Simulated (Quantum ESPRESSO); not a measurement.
# Al: phonons with PBE

Al:

```xyz
1
Lattice="2.7218 0.0000 0.0000 0.0000 2.7218 0.0000 0.0000 0.0000 2.7218" Properties=species:S:1:pos:R:3 pbc="T T T"
Al    0.0000    0.0000    0.0000
```

The cell was built by a generator and needn't be a form met in nature.

* Program: Quantum ESPRESSO 7.5
* Task: phonons
* Functional: PBE
* Potentials or basis: SSSP 1.3 efficiency PBE
* Cutoff: 748 eV
* Density cutoff: 5987 eV
* k mesh: 10 × 10 × 10
* Occupations: cold, width 0.2 eV
* Spin: no spin polarisation
* Mixing beta: 0.5
* Most SCF iterations: 120
* SCF threshold: 2e-10 Ry

```json
{
  "Pressure after relaxing": "0.3 GPa",
  "Band gap on the k mesh": "none (metal or under the smearing width)",
  "Highest phonon frequency at the q point run": "296 cm⁻¹",
  "Most unstable mode": "151i cm⁻¹"
}
```

Levels at points of the mesh, in eV from the Fermi level:
```tsv
k point	band 1	band 2	band 3	band 4	band 5
(0.00, 0.00, 0.00)	-9.57	7.98	7.98	9.11	9.11
(0.00, 0.00, -0.50)	-5.22	-4.10	10.53	12.63	12.63
(0.00, -0.50, -0.50)	-0.56	-0.56	-0.30	2.19	16.17
(-0.50, -0.50, -0.50)	2.85	2.85	2.85	5.57	5.57
```

Phonon frequencies in cm⁻¹ (negative: imaginary):
```
              q point   frequencies
(0.500, 0.500, 0.000)  -151 296 296
```

Phonon modes at q = (0.500, 0.500, 0.000) in reciprocal lattice units:
```csv
mode,symmetry,cm⁻¹
1,A_2u,-151
2,E_u,296
3,E_u,296
```

Run time: 45 s on 1 thread of Arm Neoverse V2 (shared host), peak memory 0.11 GiB.

Caveat: the mesh is thin for the phonons of a metal; some modes are imaginary.
